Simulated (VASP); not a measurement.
# CaO (Fm-3m) in VASP: Born charges and dielectric tensor with LDA

Aim: the Born charges and dielectric tensor of CaO with LDA.

Everything below comes from runs of VASP 6.6.1. Logs are shortened: lines on timing, memory, paths and dates and some standing lists are left out, and cuts for length are marked.

### Step 1. The crystal as given

It takes space group Fm-3m (No. 225, cubic). The conventional cell has a = 4.907 Å, b = 4.907 Å, c = 4.907 Å, α = 90.00°, β = 90.00°, γ = 90.00°. Around Ca (site symmetry m-3m) lie 6 O at 2.45 Å. O (site symmetry m-3m) is surrounded by 6 Ca at 2.45 Å.

### Step 2. Born charges and dielectric tensor, LDA

Contents of INCAR:

```
ALGO = Normal
EDIFF = 1E-8
ENCUT = 600
IBRION = 8
ISIF = 2
ISMEAR = 0
LASPH = True
LCHARG = False
LEPSILON = True
LREAL = False
LWAVE = False
NELM = 80
NSW = 1
PREC = Accurate
SIGMA = 0.02
```

Contents of KPOINTS:

```
k-points
0
Gamma
  8 8 8
```

Contents of POSCAR:

```
CaO
1.0
    0.0000000000      2.4535000000      2.4535000000
    2.4535000000      0.0000000000      2.4535000000
    2.4535000000      2.4535000000      0.0000000000
Ca O
1 1
Direct
    0.0000000000      0.0000000000      0.0000000000
    0.5000000000      0.5000000000      0.5000000000
```

Potentials or basis: VASP PAW LDA potentials, release 64 (Ca_sv, O).

Launch:

```console
cat potpaw_LDA.64/Ca_sv/POTCAR potpaw_LDA.64/O/POTCAR > POTCAR
mpirun -np 1 vasp_std > vasp.out
```

OUTCAR:

```text
EDIFF = 1E-8
   ENCUT = 600
   IBRION = 8
   ISIF = 2
   ISMEAR = 0
   LASPH = True
   LEPSILON = True
   LREAL = False
   NELM = 80
   NSW = 1
   PREC = Accurate

 ion  position               nearest neighbor table
   1  0.000  0.000  0.000-   2 2.45   2 2.45   2 2.45   2 2.45   2 2.45   2 2.45
   2  0.500  0.500  0.500-   1 2.45   1 2.45   1 2.45   1 2.45   1 2.45   1 2.45

  LATTYP: Found a face centered cubic cell.
 ALAT       =     4.9070000000

  Lattice vectors:

 A1 = (   0.0000000000,   2.4535000000,   2.4535000000)
 A2 = (   2.4535000000,   0.0000000000,   2.4535000000)
 A3 = (   2.4535000000,   2.4535000000,   0.0000000000)

Analysis of symmetry for initial positions (statically):
=====================================================================
 Subroutine PRICEL returns:
 Original cell was already a primitive cell.

 Routine SETGRP: Setting up the symmetry group for a
 face centered cubic supercell.

 Subroutine GETGRP returns: Found 48 space group operations
 (whereof 48 operations were pure point group operations)
 out of a pool of 48 trial point group operations.

The static configuration has the point symmetry O_h .

Analysis of symmetry for dynamics (positions and initial velocities):
=====================================================================
 Subroutine PRICEL returns:
 Original cell was already a primitive cell.

 Routine SETGRP: Setting up the symmetry group for a
 face centered cubic supercell.

 Subroutine GETGRP returns: Found 48 space group operations
 (whereof 48 operations were pure point group operations)
 out of a pool of 48 trial point group operations.

The dynamic configuration has the point symmetry O_h .

 Subroutine INISYM returns: Found 48 space group operations
 (whereof 48 operations are pure point group operations),
 and found     1 'primitive' translations

----------------------------------------------------------------------------------------

                                     Primitive cell

  volume of cell :      29.5385

  direct lattice vectors                    reciprocal lattice vectors
     0.000000000  2.453500000  2.453500000    -0.203790503  0.203790503  0.203790503
     2.453500000  0.000000000  2.453500000     0.203790503 -0.203790503  0.203790503
     2.453500000  2.453500000  0.000000000     0.203790503  0.203790503 -0.203790503

  length of vectors
     3.469772975  3.469772975  3.469772975     0.352975506  0.352975506  0.352975506

  position of ions in fractional coordinates (direct lattice)
     0.000000000  0.000000000  0.000000000
     0.500000000  0.500000000  0.500000000

  ion indices of the primitive-cell ions
   primitive index   ion index
                 1           1
                 2           2

----------------------------------------------------------------------------------------

 KPOINTS: k-points

Automatic generation of k-mesh.
 Grid dimensions read from file:
 generate k-points for:    8    8    8

 Generating k-lattice:

  Cartesian coordinates                     Fractional coordinates (reciprocal lattice)
    -0.025473813  0.025473813  0.025473813     0.125000000  0.000000000  0.000000000
     0.025473813 -0.025473813  0.025473813     0.000000000  0.125000000  0.000000000
     0.025473813  0.025473813 -0.025473813     0.000000000  0.000000000  0.125000000

  Length of vectors
     0.044121938  0.044121938  0.044121938

[... 507 lines left out ...]
  energy without entropy =       -0.24655725

------------------------ aborting loop because EDIFF is reached ----------------------------------------

--------------------------------------- Ionic step        2  -------------------------------------------

------------------------ aborting loop because EDIFF is reached ----------------------------------------

--------------------------------------- Ionic step        3  -------------------------------------------

------------------------ aborting loop because EDIFF is reached ----------------------------------------

 PIEZOELECTRIC TENSOR FIELD DIRECTION 3  (e Angst)
 -----------------------------------------------------------------------------
     0.00001  0.00000  0.00000           ( -0.00001  0.00000  0.00000)
     0.00000  0.00001  0.00000           (  0.00000 -0.00001  0.00000)
     0.00000  0.00000 -0.00073           (  0.00000  0.00000 -0.00000)

 PIEZOELECTRIC TENSOR FIELD DIRECTION 3  (C/m^2)
 -----------------------------------------------------------------------------
     0.00001  0.00000  0.00000
     0.00000  0.00001  0.00000
     0.00000  0.00000 -0.00040

--------------------------------------- Ionic step        4  -------------------------------------------

------------------------ aborting loop because EDIFF is reached ----------------------------------------

[... ionic steps 5 to 6 ...]

--------------------------------------- Ionic step        7  -------------------------------------------

 Free energy of the ion-electron system (eV)
  ---------------------------------------------------
  ---------------------------------------------------
  free energy    TOTEN  =        -0.35731067 eV

  energy without entropy =       -0.35731067

------------------------ aborting loop because EDIFF is reached ----------------------------------------

 INTERNAL STRAIN TENSOR  FOR ION    2  DIRECTION 1   (eV/Angst):
 -----------------------------------------------------------------------------
     0.01507  0.00000 -0.00000
     0.00000 -0.00900  0.00000
    -0.00000  0.00000 -0.00900

 MACROSCOPIC STATIC DIELECTRIC TENSOR (including local field effects in DFT)
 ------------------------------------------------------
           3.830329    -0.000000     0.000000
          -0.000000     3.830329     0.000000
           0.000000    -0.000000     3.830329
 ------------------------------------------------------

 PIEZOELECTRIC TENSOR (including local field effects)  for field in x, y, z        (e  Angst)
          XX          YY          ZZ          XY          YZ          ZX
  --------------------------------------------------------------------------------
  x     0.00000     0.00000     0.00000     0.00000     0.00000     0.00000
  y     0.00000     0.00000     0.00000     0.00000     0.00000     0.00000
  z     0.00000     0.00000     0.00000     0.00000     0.00000     0.00000

 PIEZOELECTRIC TENSOR (including local field effects)  for field in x, y, z        (C/m^2)
          XX          YY          ZZ          XY          YZ          ZX
  --------------------------------------------------------------------------------
  x     0.00000     0.00000     0.00000     0.00000     0.00000     0.00000
  y     0.00000     0.00000     0.00000     0.00000     0.00000     0.00000
  z     0.00000     0.00000     0.00000     0.00000     0.00000     0.00000

 BORN EFFECTIVE CHARGES (including local field effects) (in |e|, cummulative output)
 ---------------------------------------------------------------------------------
 ion    1
    1     2.33657    -0.00000     0.00000
    2     0.00000     2.33657     0.00000
    3     0.00000     0.00000     2.33657
 ion    2
    1    -2.33657     0.00000     0.00000
    2    -0.00000    -2.33657     0.00000
    3     0.00000     0.00000    -2.33657

 INTERNAL STRAIN TENSOR FOR ION    2 for displacements in x,y,z  (eV/Angst):
          X           Y           Z          XY          YZ          ZX
  --------------------------------------------------------------------------------
  x     0.00000     0.00000     0.00000     0.00000     0.00000     0.00000
  y     0.00000     0.00000     0.00000     0.00000     0.00000     0.00000
  z     0.00000     0.00000     0.00000     0.00000     0.00000     0.00000

 SECOND DERIVATIVES (NOT SYMMETRIZED)
 ------------------------------------
               1X          1Y          1Z          2X          2Y          2Z
  1X    -1.774504    0.000000    0.000000    1.774504    0.000000    0.000000
  1Y     0.000000   -1.774504    0.000000    0.000000    1.774504    0.000000
  1Z     0.000000    0.000000   -1.774504    0.000000    0.000000    1.774504
  2X     1.757557    0.000000    0.000000   -1.757557    0.000000    0.000000
  2Y     0.000000    1.757557    0.000000    0.000000   -1.757557    0.000000
  2Z     0.000000    0.000000    1.757557    0.000000    0.000000   -1.757557

 Eigenvectors and eigenvalues of the dynamical matrix
 ----------------------------------------------------

   1 f  =    6.137426 THz    38.562585 2PiTHz  204.722496 cm-1    25.382343 meV
             X         Y         Z           dx          dy          dz
      0.000000  0.000000  0.000000     0.136470   -0.518320    0.000000
      2.453500  2.453500  2.453500    -0.214954    0.816404    0.000000
[... 21 lines left out ...]
   6 f/i=    0.013325 THz     0.083724 2PiTHz    0.444477 cm-1     0.055108 meV
             X         Y         Z           dx          dy          dz
      0.000000  0.000000  0.000000    -0.185705    0.823550    0.000000
      2.453500  2.453500  2.453500    -0.117901    0.522857    0.000000

--------------------------------------------------------------------------------------------------------

 MACROSCOPIC STATIC DIELECTRIC TENSOR IONIC CONTRIBUTION
 ------------------------------------------------------
          18.937914    -0.000000    -0.000000
          -0.000000    18.937914    -0.000000
          -0.000000    -0.000000    18.937914
 ------------------------------------------------------

 ELASTIC MODULI CONTR FROM IONIC RELAXATION (kBar)
 Direction    XX          YY          ZZ          XY          YZ          ZX
 --------------------------------------------------------------------------------
 XX           0.0000      0.0000      0.0000      0.0000      0.0000      0.0000
 YY           0.0000      0.0000      0.0000      0.0000      0.0000      0.0000
 ZZ           0.0000      0.0000      0.0000      0.0000      0.0000      0.0000
 XY           0.0000      0.0000      0.0000      0.0000      0.0000      0.0000
 YZ           0.0000      0.0000      0.0000      0.0000      0.0000      0.0000
 ZX           0.0000      0.0000      0.0000      0.0000      0.0000      0.0000
 --------------------------------------------------------------------------------

 PIEZOELECTRIC TENSOR IONIC CONTR  for field in x, y, z        (C/m^2)
          XX          YY          ZZ          XY          YZ          ZX
  --------------------------------------------------------------------------------
  x     0.00000     0.00000     0.00000     0.00000     0.00000     0.00000
  y     0.00000     0.00000     0.00000     0.00000     0.00000     0.00000
  z     0.00000     0.00000     0.00000     0.00000     0.00000     0.00000
```

It took 7.5 min on 1 thread of Intel Xeon Platinum 8259CL at 2.50GHz (Skylake/Cascade Lake), shared host; peak memory 0.21 GiB.

What came out:

```yaml
Band_gap_on_the_k_mesh: 3.48 eV, indirect (least direct gap 3.87 eV)
Electronic_dielectric_tensor_diagonal: 3.83
Born_charges_mean_of_the_diagonal: Ca +2.34; O -2.34 e
Highest_phonon_frequency_at_Γ_LO-TO_splitting_left_out: 205 cm⁻¹
```

Levels at points of the mesh, in eV from the valence-band top:
| k point | band 4 | band 5 | band 6 | band 7 | band 8 | band 9 | band 10 | band 11 | band 12 |
| --- | --- | --- | --- | --- | --- | --- | --- | --- | --- |
| (0.00, 0.00, 0.00) | -18.40 | -15.09 | 0.00 | 0.00 | 0.00 | 4.08 | 5.96 | 5.96 | 5.96 |
| (0.50, 0.00, 0.00) | -18.45 | -14.07 | -2.56 | -1.11 | -1.11 | 6.67 | 7.86 | 7.97 | 7.97 |
| (0.50, 0.50, 0.00) | -18.60 | -14.84 | -1.33 | -0.39 | -0.39 | 3.48 | 7.56 | 8.52 | 9.12 |

Phonon frequencies in cm⁻¹ (negative: imaginary):
| q point | frequencies |
| --- | --- |
| (0.000, 0.000, 0.000) | 0 0 0 205 205 205 |

Electronic dielectric tensor:
```
3.83 0.00 0.00
0.00 3.83 0.00
0.00 0.00 3.83
```

Born effective charge tensors (e):
atom 1, Ca
```
2.34 0.00 0.00
0.00 2.34 0.00
0.00 0.00 2.34
```
atom 2, O
```
-2.34  0.00  0.00
 0.00 -2.34  0.00
 0.00  0.00 -2.34
```

A k mesh can miss the band edges.
